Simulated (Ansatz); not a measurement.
# SnO: one atom moved along a line

Theory: DFT PBEsol, scalar-relativistic, plane waves, PAW in Ansatz. Cutoff 420 eV, Γ-centred 10×10×4 k-points, Gaussian smearing of 0.15 eV. No spin polarisation. Energies are free energies at this smearing, counted from the undisturbed cell; pressure is positive in compression.

The starting cell (relaxed at this level):

```yaml
crystal:
  lattice:
    - [2.69103, -2.69103, 0.00000]
    - [2.69103, 2.69103, 0.00000]
    - [0.00000, 0.00000, 9.50277]
  atoms:
    - { symbol: Sn, position: [0.75001, 0.24999, 0.87123] }
    - { symbol: Sn, position: [0.24999, 0.75001, 0.12877] }
    - { symbol: Sn, position: [0.74999, 0.25001, 0.37123] }
    - { symbol: Sn, position: [0.25001, 0.74999, 0.62877] }
    - { symbol: O, position: [0.25000, 0.25000, 0.25000] }
    - { symbol: O, position: [0.75000, 0.75000, 0.75000] }
    - { symbol: O, position: [0.25000, 0.25000, 0.75000] }
    - { symbol: O, position: [0.75000, 0.75000, 0.25000] }
```

Atom 5 (O) is moved by x along the Cartesian unit vector (0.000, 0.000, 1.000); the cell and all other atoms stay fixed. The cell is metallic on the mesh throughout.

| x (Å) | ΔE (meV/cell) | force along x on the moved atoms (eV/Å) | pressure (GPa) |
| --- | --- | --- | --- |
| -0.4500 | 788.8 | 3.19 | 1.4 |
| -0.2700 | ? | 2.16 | ? |
| 0.0000 | 0.0 | 0.00 | 0.0 |
| 0.3600 | 521.0 | -2.74 | 1.0 |

Question: Give the withheld values.

Answer: ΔE (meV/cell) at x (Å) = -0.2700: 299.7; pressure (GPa) at x (Å) = -0.2700: 0.6.

Cost: 4 runs of about 13 core-minutes in all, on Intel Xeon Processor @ 2.50GHz (Skylake/Cascade Lake) (shared hosts).